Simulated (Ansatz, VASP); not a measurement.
## Cross-check of NiSeS between VASP and Ansatz

Aim: how closely do two programs agree when they are given the same cell, functional and k mesh? The structure shown is the start of the Ansatz relaxation below; VASP solves that cell, so the two are compared at the walk's first step.

Calculated with Ansatz 0.2.0; plane waves, with VASP 6.6.1 beside it; single point at RPBE.

### Step 1. The starting structure

The cell holds 3 atoms: 1 Se, 1 Ni and 1 S. Cell: a = 3.572 Å, b = 3.572 Å, c = 28.733 Å, α = 90.0°, β = 90.0°, γ = 120.0°. Vacuum lies along c. The height across the vacuum is the one that the program set for its solve, not the one typed.

### Step 2. Ansatz: relaxation, RPBE

Ansatz runs on its default PAW (the set named soft_2) files.

The two programs are compared at the cell with which this relaxation starts, whose forces are those of its first step.

input.yaml

```yaml
crystal:
  lattice:
    - [3.5723149194, 0.0, 0.0]
    - [-1.7861574597, 3.0937154705, 0.0]
    - [0.0, 0.0, 18.54275283]
  atoms:
    - { symbol: Se, position: [0.0, 0.0, 0.56651336] }
    - { symbol: Ni, position: [0.3333333333, 0.6666666667, 0.49656398], spin: 1.0 }
    - { symbol: S, position: [0.6666666667, 0.3333333333, 0.43348664] }
  periodic: [true, true, false]
magnetization:
  spin_polarized: true
kpoints:
  mp_grid: { grid: [7, 7, 1] }
scf:
  occupations: { method: fermi_dirac, width: 0.05 }
hamiltonian:
  xc: rpbe
output:
  forces: true
  stress: true
relax:
  f_tol: 0.02
  max_steps: 50
  cell: {}
```

Launch:

```console
ansatz run input.yaml --threads 1 --pin off --max-ram 4096MiB --backend cpu --events-out ev --progress --plain --runs-dir out
```

Numbers of over 12 decimals in the logs are rounded to 6 here.

The program printed:

```text
Warning: crystal.periodic: the lattice vector that does not repeat stood 0.000° off the slab's normal, 18.543 Å along it as the deck builds it. The run solves the slab on a vector along the normal, 28.733 Å long, with every atom where it was (on the deck's vector they left 16.08 Å outside them, and the widest stretch free of ions among them is 1.30 Å). A fractional position that the run reports is one of the run's ce [...]
crystal.periodic: the lattice vector that does not repeat stood 0.000° off the slab's normal, 18.543 Å along it as the deck builds it. The run solves the slab on a vector along the normal, 28.733 Å long, with every atom where it was (on the deck's vector they left 16.08 Å outside them, and the widest stretch free of ions among them is 1.30 Å). A fractional position that the run reports is one of the run's cell, which [...]
Engine: ansatz 0.2.0, aarch64-unknown-linux-gnu
Pseudopotentials: kind: paw
Pseudopotential: Se, paw, valence charge 16, recommended cutoff 420 eV (normal), Se.paw.azcp
Pseudopotential: Ni, paw, valence charge 18, recommended cutoff 420 eV (normal), Ni.paw.azcp
Pseudopotential: S, paw, valence charge 6, recommended cutoff 420 eV (normal), S.paw.azcp
Functional definition: RPBE
  parameter kappa = 0.804
  parameter beta = 0.066725
  exchange = rpbe_x(kappa = kappa, mu = beta*pi^2/3)
  correlation = pbe_c(beta = beta)
Crystal: 3 atoms, lattice volume = 317.553 Å³
Basis set: ecut = 420 eV, 6139 PW (Γ), exchange–correlation on 48×48×400 points (8 copies of the dense FFT grid, shifted against one another)
Bands: 25, of which v1, the nominal top of the filled ones, is band 20 counted from 1 (19 counted from 0)
Symmetry: 6 space group operations
Space group: P3m1 (ITA 156), of the structure as read, at distance tolerance 6.8e-5 Å
Magnetic group: BNS 156.49 (UNI 1279), of the structure as read, at distance tolerance 6.8e-5 Å
k-points: 8 of 49 (time reversal used)
Non-local potential: Se, projectors of the file, l = 0: 2, l = 1: 2, l = 2: 3, l = 3: 1
Non-local potential: Ni, projectors of the file, l = 0: 3, l = 1: 2, l = 2: 3, l = 3: 1
Non-local potential: S, projectors of the file, l = 0: 2, l = 1: 2, l = 2: 2
PAW form: soft (Blöchl's): semilocal exchange-correlation on the pseudo side does not see the compensation charge
PAW frozen core: Se, regenerated for the run's functional, and the local potential with it (the file was generated under x = pbe(κ = 0.804, μ = 0.219515), c = pbe(β = 0.066725))
PAW frozen core: Ni, regenerated for the run's functional, and the local potential with it (the file was generated under x = pbe(κ = 0.804, μ = 0.219515), c = pbe(β = 0.066725))
PAW frozen core: S, regenerated for the run's functional, and the local potential with it (the file was generated under x = pbe(κ = 0.804, μ = 0.219515), c = pbe(β = 0.066725))
[...]
SCF iter   2: F=—  HF=-12226.085540 eV  |F-HF|=—  |Δ(HF+E_count)|=   1.65e-5  Δρ=2.35e-4 (↑2.26e-4 ↓2.35e-4)  dr2=4.81e-4  dr2_m=1.51e-6  M=-0.000 μB ∫|m|=0.000 μB  β_m=0.28  ethr=3.47e-7  ⟨swp⟩=2.8  Hψ=768  notcnv=0  recentre
SCF iter   3: F=—  HF=-12226.085492 eV  |F-HF|=—  |Δ(HF+E_count)|=   4.85e-5  Δρ=5.91e-5 (↑5.91e-5 ↓5.11e-5)  dr2=7.59e-6  dr2_m=3.66e-6  M=-0.000 μB ∫|m|=0.000 μB  β_m=0.46  ethr=3.47e-7  ⟨swp⟩=3.0  Hψ=823  notcnv=0
SCF iter   4: F=—  HF=-12226.085531 eV  |F-HF|=—  |Δ(HF+E_count)|=   3.88e-5  Δρ=4.59e-5 (↑4.31e-5 ↓4.59e-5)  dr2=1.54e-4  dr2_m=9.32e-8  M=0.000 μB ∫|m|=0.000 μB  β_m=0.46  ethr=1.90e-8  ⟨swp⟩=3.2  Hψ=787  notcnv=0
SCF iter   5: F=—  HF=-12226.085523 eV  |F-HF|=—  |Δ(HF+E_count)|=   7.28e-6  Δρ=3.07e-5 (↑2.85e-5 ↓3.07e-5)  dr2=1.30e-5  dr2_m=4.04e-8  M=0.000 μB ∫|m|=0.000 μB  β_m=0.50  ethr=1.90e-8  ⟨swp⟩=2.3  Hψ=575  notcnv=0
SCF iter   6: F=—  HF=-12226.085536 eV  |F-HF|=—  |Δ(HF+E_count)|=   1.24e-5  Δρ=5.10e-6 (↑4.72e-6 ↓5.10e-6)  dr2=1.91e-7  dr2_m=3.40e-10  M=0.000 μB ∫|m|=0.000 μB  β_m=0.55  ethr=1.90e-8  ⟨swp⟩=2.7  Hψ=798  notcnv=0
SCF iter   7: F=—  HF=-12226.085538 eV  |F-HF|=—  |Δ(HF+E_count)|=   2.44e-6  Δρ=3.80e-6 (↑3.43e-6 ↓3.80e-6)  dr2=1.80e-7  dr2_m=1.47e-10  M=0.000 μB ∫|m|=0.000 μB  β_m=0.55  ethr=4.77e-10  ⟨swp⟩=3.1  Hψ=899  notcnv=0
SCF iter   8: F=—  HF=-12226.085539 eV  |F-HF|=—  |Δ(HF+E_count)|=   8.18e-7  Δρ=3.71e-6 (↑3.49e-6 ↓3.71e-6)  dr2=1.19e-7  dr2_m=4.61e-11  M=0.000 μB ∫|m|=0.000 μB  β_m=0.58  ethr=4.50e-10  ⟨swp⟩=2.5  Hψ=619  notcnv=0
SCF iter   9: F=-12226.085539 eV  HF=-12226.085539 eV  |F-HF|=5.51e-8  |Δ(HF+E_count)|=   1.79e-7  Δρ=2.37e-6 (↑2.33e-6 ↓2.37e-6)  dr2=5.95e-8  dr2_m=1.49e-11  M=-0.000 μB ∫|m|=0.000 μB  ethr=2.97e-10  ⟨swp⟩=3.9  Hψ=1890  notcnv=0
the starting moments were not kept: the SCF closed with an absolute magnetisation of 2.0e-6 μB, where they sum to 1 μB in size (1 site). That is at most 0.1 of that sum. Measured as dr2_m measures the in/out step, that magnetisation stands 5.6e-13 eV from none, at or under the dr2_threshold of 2.0e-7 eV: it is no larger than a step whose dr2_m would equal this threshold.
SCF 4 converged in 9 iterations: F = -12226.085539 eV  dr2 = 5.95e-8
relax step   4: F+E_penalty+E_count = -12226.08553919 eV  Δ(F+E_penalty+E_count) = -2.499e-4 eV  max|allowed force component| = 4.153e-3 eV/Å  Δτ_max = 0.0045 Å  P = -0.012 N/m  Ω = 300.882 Å³  energy of the carried Pulay correction = +3.704e-4 eV  fix = [c, alpha, beta]  reactions: c -0.000 N/m  (9 SCF iters, dr2 threshold 1.98e-7 eV, accepted)
Initial wavefunctions: pseudopotential atomic-orbital guess (no wavefunctions were taken with the density)
iter 1 solved again at ethr=1.50e-6 eV; its pass at ethr=3.10e-3 eV (dr2=5.99e-4 eV) is discarded
SCF iter   1: F=—  HF=-12226.085071 eV  |F-HF|=—  |Δ(HF+E_count)|=         —  Δρ=4.14e-5 (↑4.14e-5 ↓4.14e-5)  dr2=1.73e-5  dr2_m=1.51e-11  M=-0.000 μB ∫|m|=0.000 μB  β_m=0.65  ethr=1.50e-6  ⟨swp⟩=5.0  Hψ=4036  notcnv=0
preconditioner: auto → none  [insulator: Δε(μ)=0.477 eV  Ē_g=8.868 eV  σ=0.050 eV  W_gap=0.98  n_scr=16 (ndim 8)  ℏωp=10.0 eV  f_vac=0.787  D(μ)=0.05/eV (n_scr^D=0)  ε∞_Penn≈2.3]
[...]
SCF iter   4: F=—  HF=-12226.085041 eV  |F-HF|=—  |Δ(HF+E_count)|=   2.68e-7  Δρ=1.31e-5 (↑1.30e-5 ↓1.31e-5)  dr2=1.15e-5  dr2_m=4.52e-12  M=-0.000 μB ∫|m|=0.000 μB  β_m=0.21  ethr=3.88e-8  ⟨swp⟩=1.9  Hψ=445  notcnv=0
SCF iter   5: F=—  HF=-12226.085041 eV  |F-HF|=—  |Δ(HF+E_count)|=   1.36e-7  Δρ=7.04e-6 (↑7.04e-6 ↓7.04e-6)  dr2=3.68e-6  dr2_m=1.75e-12  M=-0.000 μB ∫|m|=0.000 μB  β_m=0.38  ethr=2.88e-8  ⟨swp⟩=1.2  Hψ=411  notcnv=0
SCF iter   6: F=—  HF=-12226.085041 eV  |F-HF|=—  |Δ(HF+E_count)|=   7.83e-7  Δρ=4.14e-6 (↑4.14e-6 ↓4.11e-6)  dr2=3.80e-7  dr2_m=1.87e-12  M=-0.000 μB ∫|m|=0.000 μB  β_m=0.56  ethr=9.19e-9  ⟨swp⟩=1.7  Hψ=473  notcnv=0
SCF iter   7: F=—  HF=-12226.085043 eV  |F-HF|=—  |Δ(HF+E_count)|=   1.17e-6  Δρ=1.21e-6 (↑1.21e-6 ↓1.21e-6)  dr2=2.99e-8  dr2_m=1.97e-12  M=-0.000 μB ∫|m|=0.000 μB  β_m=0.61  ethr=9.50e-10  ⟨swp⟩=2.8  Hψ=754  notcnv=0
SCF iter   8: F=—  HF=-12226.085043 eV  |F-HF|=—  |Δ(HF+E_count)|=   2.67e-7  Δρ=2.48e-6 (↑2.47e-6 ↓2.48e-6)  dr2=5.78e-8  dr2_m=2.85e-13  M=-0.000 μB ∫|m|=0.000 μB  β_m=0.61  ethr=7.46e-11  ⟨swp⟩=3.1  Hψ=709  notcnv=0
SCF iter   9: F=—  HF=-12226.085043 eV  |F-HF|=—  |Δ(HF+E_count)|=   1.21e-7  Δρ=1.35e-6 (↑1.35e-6 ↓1.35e-6)  dr2=1.93e-8  dr2_m=3.28e-14  M=-0.000 μB ∫|m|=0.000 μB  β_m=0.74  ethr=7.46e-11  ⟨swp⟩=2.7  Hψ=776  notcnv=0
SCF iter  10: F=—  HF=-12226.085043 eV  |F-HF|=—  |Δ(HF+E_count)|=   1.56e-8  Δρ=7.85e-8 (↑7.48e-8 ↓7.85e-8)  dr2=9.01e-11  dr2_m=4.53e-14  M=0.000 μB ∫|m|=0.000 μB  β_m=0.73  ethr=4.82e-11  ⟨swp⟩=3.0  Hψ=815  notcnv=0
SCF iter  11: F=—  HF=-12226.085043 eV  |F-HF|=—  |Δ(HF+E_count)|=  3.27e-11  Δρ=7.39e-8 (↑6.38e-8 ↓7.39e-8)  dr2=4.82e-11  dr2_m=8.18e-14  M=-0.000 μB ∫|m|=0.000 μB  β_m=0.70  ethr=1.00e-12  ⟨swp⟩=3.1  Hψ=820  notcnv=0
SCF iter  12: F=—  HF=-12226.085043 eV  |F-HF|=—  |Δ(HF+E_count)|=  3.82e-11  Δρ=3.04e-8 (↑3.04e-8 ↓3.03e-8)  dr2=1.10e-11  dr2_m=2.46e-16  M=0.000 μB ∫|m|=0.000 μB  β_m=0.65  ethr=1.00e-12  ⟨swp⟩=1.6  Hψ=474  notcnv=0
SCF iter  13: F=-12226.085043 eV  HF=-12226.085043 eV  |F-HF|=5.82e-11  |Δ(HF+E_count)|=  6.73e-11  Δρ=3.99e-8 (↑3.99e-8 ↓3.66e-8)  dr2=1.53e-11  dr2_m=8.19e-15  M=0.000 μB ∫|m|=0.000 μB  ethr=1.00e-12  ⟨swp⟩=7.2  Hψ=2282  notcnv=0
the starting moments were not kept: the SCF closed with an absolute magnetisation of 6.4e-8 μB, where they sum to 1 μB in size (1 site). That is at most 0.1 of that sum. Measured as dr2_m measures the in/out step, that magnetisation stands 3.8e-15 eV from none, at or under the dr2_threshold of 1.9e-11 eV: it is no larger than a step whose dr2_m would equal this threshold.
SCF 5 converged in 13 iterations: F = -12226.085043 eV  dr2 = 1.53e-11
relax step   5: F+E_penalty+E_count = -12226.08504303 eV  Δ(F+E_penalty+E_count) = +4.962e-4 eV  max|allowed force component| = 4.151e-3 eV/Å  Δτ_max = 0.0000 Å  P = -0.006 N/m  Ω = 300.882 Å³  fix = [c, alpha, beta]  reactions: c -0.000 N/m  stress off target by 5.52e-3 N/m on what of the cell is left free  SCF on the basis re-selected at this cell (its energy is not comparable with the rows above)  (13 SCF iters)
basis re-selected at this cell: Δ(F+E_penalty+E_count) = +4.962e-4 eV, ΔP = +0.006 N/m vs the last step (what re-selecting the basis moved, of the pressure what is left beyond the Pulay correction that the steps carried, after the strain that the cell walked since its last selection, with what the two solves' SCF thresholds leave and, on support functions, any second-order correction that the steps lacked; it is no m [...]
SCF converged after 13 iterations
Magnetization: 0.0000 μB (20.0000 up, 20.0000 down)
Absolute magnetization: 0.0000 μB (∫|ρ↑−ρ↓|, with the PAW one-centre terms)
Spin contamination: 0.0000 ħ² per cell (⟨S²⟩ above its minimum at these occupations)
Per-site moments (μB) at R_I (Å): [(-4.254987880741907e-9, 0.984189), (2.989134358439678e-8, 0.951063), (-1.170621820101369e-8, 0.951063)]
Free energy (F): -12226.085043 eV
Harris-Foulkes:  -12226.085043 eV  (|F-HF|=5.82e-11)
Internal energy: -12226.084258 eV  (E = F + TS)
E sigma→0 (E₀):  -12226.084650 eV
Entropy (-TS):   -0.000785 eV (-0.262 meV/atom)
Fermi energy:    -5.188444 eV
--- Per-component energies (eV) ---
  E_band       = -1390.125891
  E_kinetic    = 503.636622
  E_local      = -90698.339538  (includes V_loc(G=0)·N_el)
  E_nonlocal   = 63.625500
  E_hartree    = 44669.251312
  E_xc         = -285.253008
  E_vxc        = -293.004027  (∫ρ·V_xc dr)
  E_paw        = -4152.966639  (= ΣΔE_a)
  E_vpaw       = -304.547521  (= ΣTr[D̂ρ^β])
  E_aug_tail   = -0.000041  (compensation charges beyond the density's cutoff)
  E_ewald      = 37674.317048
  E_core_change = -0.355513  (= ΣΔE_core)
  E_smearing   = -0.000785  (= −TS)
  E_closure    = -0.000000  (closes the sum)
  Σ components = -12226.085043   (vs F -12226.085043, Δ=0.00e0)
--- Forces (eV/Å), atoms counted from 1 ---
  atom   1  Se     0.00000000     0.00000000    -0.00415091
  atom   2  Ni    -0.00000000    -0.00000000     0.00156164
  atom   3  S      0.00000000     0.00000000     0.00259055
  max |Σ_I F_I| component: 1.28e-6 eV/Å
--- 2D stress c σ (N/m, compression-positive) ---
       -0.005524       0.000000      -0.000000
        0.000000      -0.005524      -0.000000
       -0.000000      -0.000000      -0.000000
  P = ½ c Tr σ = -0.0055 N/m
--- Relaxed structure (4 steps of the walk, 4 accepted, 1 SCFs on fresh bases) ---
  F+E_penalty+E_count = -12226.08504303 eV   max|allowed force component| = 4.151e-3 eV/Å   (the final SCF, on the basis selected at the relaxed cell)
  cell:  # Å, volume = 300.8824 Å³
    - [3.477281, 0, 0]
    - [-1.738641, 3.011414, 0]
    - [0, 0, 28.733363]
  atoms:
    - { symbol: Se, position: [0, 0, 0.364995] }
    - { symbol: Ni, position: [0.333333, 0.666667, 0.320126] }
    - { symbol: S, position: [0.666667, 0.333333, 0.280670] }
```

[end of part 1 of 2]

[Lines on the potential files, build, host, timing and source positions are cut from VASP's logs without a mark.]

[Logs are printed without paths, hosts, clocks, repeated set-up lines and the standing remarks that a program may print on its own settings, such as how far it seeks lower states.]

[Hosts, paths, dates, database ids (printed as entryN), source tags and the programs' standing remarks are cut or masked in the printed files.]
